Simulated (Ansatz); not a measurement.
Nudged elastic band run: Sr4HCl8, charge +1

The input (input.yaml):

```yaml
crystal:
  lattice:
    - [6.965, 0.0, 0.0]
    - [0.0, 6.965, 0.0]
    - [0.0, 0.0, 6.965]
  atoms:
    - { symbol: Sr, position: [-0.00567303, 0.04284697, -0.01521522] }
    - { symbol: Cl, position: [0.23927203, 0.26814343, 0.25902028] }
    - { symbol: Cl, position: [0.73833977, 0.76837312, 0.75992775] }
    - { symbol: Sr, position: [0.49390375, 0.50714907, -0.00241415] }
    - { symbol: Cl, position: [0.80043743, 0.76972205, 0.26026698] }
    - { symbol: Cl, position: [0.25255698, 0.26836482, 0.75875056] }
    - { symbol: Sr, position: [0.49471814, 0.02958758, 0.52017732] }
    - { symbol: Cl, position: [0.73966392, 0.26843523, 0.75882679] }
    - { symbol: Cl, position: [0.24783956, 0.76835356, 0.25899731] }
    - { symbol: Sr, position: [-0.00568426, 0.49432717, 0.53323133] }
    - { symbol: Cl, position: [0.23917422, 0.7685805, 0.75867881] }
    - { symbol: Cl, position: [0.73841008, 0.26935021, 0.25879214] }
    - { symbol: H, position: [0.02521091, -0.23050222, 0.2600092] }
total_charge: 1
basis:
  ecutwfc: 420.0
kpoints:
  mp_grid: { grid: [2, 2, 2] }
hamiltonian:
  xc: pbesol
scf:
  occupations: { method: gaussian, width: 0.05 }
  lower_state_search: "off"
neb:
  images: 5
  f_tol: 0.05
  initial_path: idpp
  max_iterations: 80
  final_atoms:
    - { symbol: Sr, position: [-0.00709783, -0.03305286, 0.00670034] }
    - { symbol: Cl, position: [0.23689665, 0.24141327, 0.23260825] }
    - { symbol: Cl, position: [0.73608655, 0.73927135, 0.73209706] }
    - { symbol: Sr, position: [0.49227357, 0.50242334, -0.00720971] }
    - { symbol: Cl, position: [0.73837921, 0.74158561, 0.23193357] }
    - { symbol: Cl, position: [0.25278288, 0.24125434, 0.73187552] }
    - { symbol: Sr, position: [0.49391222, -0.01919717, 0.47122213] }
    - { symbol: Cl, position: [0.80516306, 0.2381913, 0.72865395] }
    - { symbol: Cl, position: [0.25189693, 0.74175533, 0.23231753] }
    - { symbol: Sr, position: [-0.00733802, 0.51621467, 0.45736045] }
    - { symbol: Cl, position: [0.23687608, 0.74193815, 0.73189076] }
    - { symbol: Cl, position: [0.73606729, 0.24166942, 0.22955666] }
    - { symbol: H, position: [0.03095103, 0.23884439, 0.72927777] }
  order_check: true
```

Launched with:

```bash
$ ansatz run input.yaml --threads 2 --pin off --max-ram 5120MiB --backend cpu --events-out ev --progress --plain --runs-dir out
```

Output, in part (warnings, iteration lines):

```
NEB end point (image 0): max|allowed force component| = 6.854e-3 eV/Å (the criterion of neb.relax_end_points is 1.000e-2)
NEB end point (image 6): max|allowed force component| = 2.763e-2 eV/Å (the criterion of neb.relax_end_points is 1.000e-2)
NEB iter   1: max|band force component| = 2.017e0 eV/Å  barrier→ = 3.7527 eV  barrier← = 3.7525 eV  Δτ_max = 0.2000 Å  (69 SCF iters)
NEB iter   2: max|band force component| = 1.295e0 eV/Å  barrier→ = 3.2193 eV  barrier← = 3.2190 eV  Δτ_max = 0.2000 Å  (42 SCF iters)
NEB iter   3: max|band force component| = 8.243e-1 eV/Å  barrier→ = 2.8941 eV  barrier← = 2.8938 eV  Δτ_max = 0.2000 Å  (38 SCF iters)
NEB iter   4: max|band force component| = 1.563e0 eV/Å  barrier→ = 2.0687 eV  barrier← = 2.0684 eV  Δτ_max = 0.1001 Å  (38 SCF iters)
NEB iter   5: max|band force component| = 1.988e0 eV/Å  barrier→ = 1.6434 eV  barrier← = 1.6431 eV  Δτ_max = 0.2000 Å  (35 SCF iters)
NEB iter   6: max|band force component| = 1.817e0 eV/Å  barrier→ = 1.2218 eV  barrier← = 1.2215 eV  Δτ_max = 0.2000 Å  (37 SCF iters)
NEB iter   7: max|band force component| = 1.024e0 eV/Å  barrier→ = 0.4807 eV  barrier← = 0.4804 eV  Δτ_max = 0.2000 Å  (35 SCF iters)
NEB iter   8: max|band force component| = 1.420e0 eV/Å  barrier→ = 0.3577 eV  barrier← = 0.3574 eV  Δτ_max = 0.1000 Å  (35 SCF iters)
[... lines left out ...]
```

The run converged. The band force fell under the threshold earlier too, but the program's further tests of the path sent the band on. The profile has 3 maxima (images 1, 3, 5) with wells between them (images 2, 4): this band takes more than one step, which may be the mechanism or a detour left from its start path. By the program's own check the climbing image is of a kind that is not told: the force calls were inconclusive, a negative curvature could not be distinguished from the path's own, the only one lies far off the path, or fixed occupations may fill a level only in part (lowest curvatures found: -0.49 and 0.10 eV/Å²). Limits of this set-up: coarse k mesh, charged cell in a uniform background, uncorrected.

Final band:

| image | path coordinate (Å) | energy (eV) |
| --- | --- | --- |
| 0 | 0.00 | 0.000 |
| 1 | 2.61 | 0.241 |
| 2 | 4.63 | 0.015 |
| 3 | 6.64 | 0.199 |
| 4 | 8.65 | 0.014 |
| 5 | 10.66 | 0.021 |
| 6 | 12.68 | 0.000 |

Time of the run: 22 min on 2 threads of Intel(R) Xeon(R) Platinum 8488C (Sapphire Rapids), on a shared host, peak memory 1.2 GiB.
